## Estimating the corrected levels of InP by hand

Count the charge that exchange removes around an electron. For an electron in a filled level, the hole cut into the whole electron cloud, its own share included, adds up to exactly one electron. For an electron placed in an empty level, the same sum is zero. The hole lowers the energy, so filled and empty levels should receive different corrections, with a jump between them.

The helium atom shows the same count in its simplest form. Each of its two electrons is repelled by one other, whereas a third electron would be repelled by two. Helium explains why there is a jump and which way it goes. It cannot give the size in a crystal, where the surrounding electrons screen the repulsion, nor any dependence on the wavevector.

PBE misses this jump because it describes exchange and correlation by one potential shared by all levels. At a given point, an electron feels the same potential whether its level is filled or empty. G0W0 replaces this potential by an exchange and correlation term, built with the screened repulsion, that does distinguish the two cases. In theory, then, the main correction lifts the empty levels relative to the filled ones, and the lift is larger where screening is weaker.

G0W0 in one step from PBE for InP (space group F-43m), run with VASP 6.6.1 without spin-orbit coupling, using the PAW potentials In_d_GW and P_GW. The k mesh is 4×4×4, with 149 bands and cutoffs of 420 eV for the plane waves and 200 eV for the response. Start and corrected levels each count from their own highest filled level; z is the quasiparticle weight.

| row | state k a (reciprocal cell vector) | state k b (reciprocal cell vector) | state k c (reciprocal cell vector) | state band | state start level (eV) | state corrected level (eV) | state weight z |
| --- | --- | --- | --- | --- | --- | --- | --- |
| 1 | 0.000 | 0.000 | 0.000 | top filled | 0.000 | 0.000 | 0.730 |
| 2 | 0.000 | 0.000 | 0.000 | first empty | 0.422 | 0.889 | 0.749 |
| 3 | 0.250 | 0.000 | 0.000 | top filled | -0.518 | -0.548 | 0.728 |
| 4 | 0.250 | 0.000 | 0.000 | first empty | 1.630 | 2.101 | 0.745 |
| 5 | 0.500 | 0.000 | 0.000 | top filled | -0.907 | -0.961 | 0.725 |
| 6 | 0.500 | 0.000 | 0.000 | first empty | 1.357 | 1.811 | 0.750 |
| 7 | 0.250 | 0.250 | 0.000 | top filled | -1.313 | -1.382 | 0.721 |
| 8 | 0.250 | 0.250 | 0.000 | first empty | 2.491 | 2.905 | 0.749 |
| 9 | 0.500 | 0.250 | 0.000 | top filled | -1.624 | -1.710 | 0.717 |
| 10 | 0.500 | 0.250 | 0.000 | first empty | 2.515 | 2.922 | 0.746 |
| 11 | -0.250 | 0.250 | 0.000 | top filled | -0.957 | -1.012 | 0.726 |
| 12 | -0.250 | 0.250 | 0.000 | first empty | 2.858 | 3.379 | 0.736 |
| 13 | 0.500 | 0.500 | 0.000 | top filled | -2.169 | -2.276 | 0.710 |
| 14 | 0.500 | 0.500 | 0.000 | first empty | 1.819 | 2.085 | 0.760 |
| 15 | -0.250 | 0.500 | 0.250 | top filled | -2.710 | -2.829 | 0.706 |
| 16 | -0.250 | 0.500 | 0.250 | first empty | 4.161 | 4.797 | 0.715 |

The start level is the PBE energy and the corrected level is the G0W0 energy. Each is measured from the highest filled level of its own calculation, which lies at Γ, the point with wavevector zero. The three k columns give the wavevector, and each wavevector has one row for the top filled band and one for the first empty band.

### The rule

The filled levels come first. Their correction is zero at the valence top, because the energy scale starts there. Going down a single band, it should grow smoothly, and the simplest smooth growth is in proportion to depth. The table bears this out: each filled level below the top moves down by 4 to 6 % of its depth.

For the empty levels the jump dominates, so the simplest choice is one constant lift. With E for the start level and E′ for the corrected level, both in eV, the rule reads:

- filled level: E′ = 1.05 × E
- first empty level: E′ = E + 0.45

The two constants are rounded from a least-squares fit to every row except the valence top, which is zero by construction. The misses therefore tell how well two numbers can summarise this table, and they are no test on fresh data.

### Two rows worked out

Rows 9 and 10 belong to the same wavevector, and both took part in the fit. The filled level starts at −1.624 eV. Multiplying by 1.05 gives −1.705 eV, and G0W0 gives −1.710 eV. The estimate is good to well under a hundredth of an eV.

The empty level starts at 2.515 eV. Adding 0.45 eV gives 2.965 eV, while G0W0 gives 2.922 eV. The estimate is about 0.04 eV too high, roughly a tenth of the correction itself. This is a fair picture of the rule in use: the filled side comes out almost exactly, and the empty side is good enough for a first judgement.

### How good the rule is

Over the filled levels below the top, the typical (root-mean-square) miss is 0.008 eV. The largest correction among them is about 0.12 eV, so the stretch captures most of what happens there. Differences of about 0.01 eV deserve no explanation anyway, because the calculation is not converged that finely in bands, cutoffs and mesh.

Over the first empty levels the typical miss is 0.10 eV, about a fifth of the lift. Six of the eight estimates lie within about 0.07 eV of G0W0. The other two miss by nearly 0.2 eV in opposite directions: row 14, at the zone-boundary point X, comes out too high, and row 16, at the point W, too low.

A second rule with two constants does about as well. It stretches all levels by the same 5 % and lifts the empty ones by a further 0.35 eV. Its typical miss for the empty levels is slightly smaller, but it puts the gap at Γ about 0.10 eV too low. The table does not decide which picture is closer to the physics; the constant lift is preferred here because the gap is the value most often wanted.

### Where it stops working

A constant lift moves all empty levels together, so it cannot change the distances between them. G0W0 does change them. The first empty level at X lies 1.40 eV above the one at Γ in PBE, but only 1.20 eV above it after the correction. Anyone who wants to know how far electrons must be raised to reach the X valley should therefore not use the rule.

The uneven lift may reflect the orbitals. In semiconductors of this family the lowest empty state is mainly s-like at Γ and takes on more p character towards X. States of different shape overlap differently with the filled ones, and so feel a different exchange. That this accounts for the small lift at X is a guess, which an analysis of the orbitals could test. The large lift at W needs a further reason. W has the highest level in the table, and the second rule, whose lift grows with energy, comes closer there.

The range in energy matters too. The rule was set on the top filled band, down to about 3 eV below its maximum, and on the first empty band. The indium 4d levels lie far deeper and are much more compact, so a 5 % stretch should not be carried down to them.

The rule also inherits the limits of the calculation it imitates. G0W0 puts the gap at 0.89 eV, whereas the measured gap is roughly 1.4 eV (a rough, recalled figure). Part of the difference is expected to come from the crystal cell, which is a few per cent too large in volume; in a semiconductor of this kind, such an expansion typically lowers the gap at Γ by a few tenths of an eV. A one-step G0W0 that starts from PBE also tends to give too small a gap, because the small PBE gap makes the screening too strong. Spin-orbit coupling is left out, and including it would lower the gap slightly further.

### Setting the lift from one point

The lift can also be taken from a single corrected level. At Γ it is 0.889 − 0.422 = 0.467 eV, less than 0.02 eV from the rounded constant, so the estimates for the other empty levels would hardly change. Starting from X would have given 0.27 eV and spoiled most of them. One point is enough only if it is typical of the band, and here that became clear only once the other points had been computed.

The printed analysis below gives both fits and the miss of the rule in every row.

Numerical output:

```
fit of shift on 15 rows (used): coefficient of depth 0.04898 +/- 0.018, coefficient of lift 0.4545 +/- 0.027; rms 0.072, worst 14 0.189, leave-one-out rms 0.0823
  rows outside the fit (model, value, miss): 1 0, 0, 0
fit of shift on 15 rows (used): coefficient of start 0.04835 +/- 0.013, coefficient of lift 0.3502 +/- 0.036; rms 0.0623, worst 14 0.172, leave-one-out rms 0.0751
  rows outside the fit (model, value, miss): 1 0, 0, 0
Rule of thumb against G0W0 (eV):
  row     PBE   shift     rule    G0W0  rule_less_G0W0
    1       0       0        0       0               0
    2   0.422   0.467    0.872   0.889          -0.017
    3  -0.518   -0.03  -0.5439  -0.548          0.0041
    4    1.63   0.471     2.08   2.101          -0.021
    5  -0.907  -0.054  -0.9524  -0.961         0.00865
    6   1.357   0.454    1.807   1.811          -0.004
    7  -1.313  -0.069   -1.379  -1.382         0.00335
    8   2.491   0.414    2.941   2.905           0.036
    9  -1.624  -0.086   -1.705   -1.71          0.0048
   10   2.515   0.407    2.965   2.922           0.043
   11  -0.957  -0.055   -1.005  -1.012         0.00715
   12   2.858   0.521    3.308   3.379          -0.071
   13  -2.169  -0.107   -2.277  -2.276        -0.00145
   14   1.819   0.266    2.269   2.085           0.184
   15   -2.71  -0.119   -2.845  -2.829         -0.0165
   16   4.161   0.636    4.611   4.797          -0.186
Rms miss of the rule, filled levels below the top (eV): 0.00803
Rms miss of the rule, first empty levels (eV): 0.09835
Smallest stretch of a filled level (percent of its depth): 4.391
Largest stretch of a filled level (percent of its depth): 5.954
Separation of empty levels X less Gamma in PBE (eV): 1.397
Separation of empty levels X less Gamma in G0W0 (eV): 1.196
Rms miss of the common-stretch model, first empty levels (eV): 0.08499
Miss of the common-stretch model for the gap at Gamma (eV): -0.09638
Bare correction needed if Z alone made X differ from Gamma (eV): -18.27
Bare correction needed if Z alone made W differ from Gamma (eV): -4.971
```
